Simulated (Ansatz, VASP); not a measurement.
**One calculation of KCl, two programs**

```xyz
2
Lattice="0.0000 3.1561 3.1561 3.1561 0.0000 3.1561 3.1561 3.1561 0.0000" Properties=species:S:1:pos:R:3 pbc="T T T"
K     0.0000    0.0000    0.0000
Cl    2.9311    2.9311    3.1561
```

Alike in both runs: task single point; functional r2SCAN; k mesh 6 × 6 × 6; occupations gaussian, width 0.05 eV; no spin polarisation.

```csv
,VASP,Ansatz
version,VASP 6.6.1,Ansatz 0.2.0
potentials or method,"VASP PAW PBE potentials, release 64 (K_sv, Cl)","scalar-relativistic, plane waves, PAW"
plane-wave cutoff (eV),520,500
valence electrons in the cell,16,16
```

```tsv
	VASP	Ansatz	Ansatz less VASP
gap on the k mesh at the Fermi level (eV)	5.82	5.81	-0.003
least direct gap on the mesh (eV)	5.82	5.81	-0.003
pressure (GPa)	0.5	0.6	+0.02
largest component of the traceless stress (GPa)	0.91	0.90	-0.014
rms of the force components (eV/Å)	0.277	0.272	-0.0048
```

Atom by atom the forces differ by 0.005 eV/Å (rms over components).

Caveats: the PAW data sets were made with another functional, which shifts forces and pressure a little (VASP).
